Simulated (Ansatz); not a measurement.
Runs of Ansatz 0.2.0 on BeS. It takes space group F-43m (No. 216, cubic). Conventional cell: a = 4.850 Å, b = 4.850 Å, c = 4.850 Å, α = 90.00°, β = 90.00°, γ = 90.00°. S (site symmetry -43m) is surrounded by 4 Be at 2.10 Å. Be (site symmetry -43m) is surrounded by 4 S at 2.10 Å. 

```csv
cell,gap on the mesh (eV),pressure (GPa)
relaxed to 10 GPa,2.80,10.0
relaxed to 20 GPa,(b),20.0
relaxed,3.01,0.0
relaxed to 30 GPa,2.45,30.0
relaxed to 5 GPa,(a),5.0
```

Alike in all rows: task relaxation of cell and atoms; level PBEsol; potentials or basis all-electron LAPW, scalar-relativistic; no spin polarisation; k mesh 9 × 9 × 9; smearing fermi-dirac 0.05 eV; basis error allowed 0.001 eV/atom.

Fill in the values left out.

(a) 2.90; (b) 2.62.

Caveats: an odd mesh through Γ misses points on the zone boundary, where band edges often lie.
